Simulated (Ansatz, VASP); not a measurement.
Two plane-wave programs on P

```xyz
1
Lattice="0.0000 1.9671 1.9671 1.9671 0.0000 1.9671 1.9671 1.9671 0.0000" Properties=species:S:1:pos:R:3 pbc="T T T"
P     0.0000    0.0000    0.0000
```

The cell was built by a generator and needn't be a form met in nature.

Alike in both runs: task relaxation of cell and atoms; functional BLYP; k mesh 14 × 14 × 14; occupations fermi-dirac, width 0.1 eV; no spin polarisation.

|  | VASP | Ansatz |
| --- | --- | --- |
| version | VASP 6.6.1 | Ansatz 0.2.0 |
| potentials or method | VASP PAW PBE potentials, release 64 (P) | plane waves (420 eV) with PAW, scalar-relativistic |
| plane-wave cutoff (eV) | 600 | 420 |
| valence electrons in the cell | 5 | 5 |

|  | VASP | Ansatz | Ansatz less VASP |
| --- | --- | --- | --- |
| relaxed volume (Å³/atom) | 16.81 | 16.77 | -0.035 |
| relaxed cell length with the largest relative difference (Å) | 2.875 | 2.873 | -0.0020 |
| energy change over the relaxation (meV/atom) | -37 | -35 | +1.8 |

Caveats: the PAW data sets were made with another functional, which shifts forces and pressure a little (VASP).
